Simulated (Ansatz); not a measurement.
# Bi2Te3: band gap as volume per atom varies

All results are calculated (Ansatz 0.2.0). Periodic Kohn-Sham DFT of a crystal at fixed atoms; Kohn-Sham levels at symmetry points; band -1 is the highest filled and +1 the lowest empty one at that point, spin up along a +z start moment.

Cell of the first row (space group R-3m, No. 166):
```
Bi2Te3
1.0
      2.1482     1.2403     9.9581
     -2.1482     1.2403     9.9581
      0.0000    -2.4806     9.9581
Bi Te
2 3
Direct
  0.40000 0.40000 0.40000
  0.60000 0.60000 0.60000
  0.00000 0.00000 0.00000
  0.20950 0.20950 0.20950
  0.79050 0.79050 0.79050
```

Settings of every row: method all-electron LAPW; functional PBE; relativity scalar; k mesh 7x7x7; filling fermi-dirac; smearing width 0.08 eV; basis error target 1 meV/atom; nucleus gaussian.

Atom start moment: 0 on all atoms.

Limits: a layered crystal: even scaling strains the bonds within the layers, so this curve is stiffer than the crystal under pressure; no spin-orbit coupling on heavy atoms; small gap, it may come from the mesh; semilocal functionals narrow a gap, while the missing spin-orbit coupling can widen it by more in compounds of such heavy elements, so these gaps are no guide to the real ones.

```csv
row,volume per atom (Å³),band gap (eV),smallest direct gap on path (eV)
1,31.839,0.251,0.251
2,32.517,0.265,0.265
3,33.194,0.279,0.279
4,33.533,0.285,0.285
5,33.871,0.291,0.291
6,34.21,0.297,0.297
7,34.549,0.302,0.302
8,35.226,?,?
9,35.904,0.322,0.322
```

Question: what band gap should row 8 give?

Worked fit of band gap. Take t = volume per atom − 34, in Å³. The shown rows have t = -2.161, -1.483, -0.806, -0.467, -0.129, 0.21, 0.549, 1.904. Least squares give band gap = 0.2932 + 0.01718 × t − 0.00111 × t² eV; a straight line predicts inner rows, each left out in turn, worse (root mean square 0.0015 against 0.00032 eV). All shown rows lie on it to the printed digit. The withheld row has t = 1.226, so the fit gives 0.2932 + 0.01718 × (1.226) − 0.00111 × (1.226)² = 0.313 eV.

The calculation gave 0.312 eV. The fit lies 0.001 eV (1.4 % of the column's range) above it, one unit of the last digit.

The other values of row 8: smallest direct gap on path 0.312 eV.
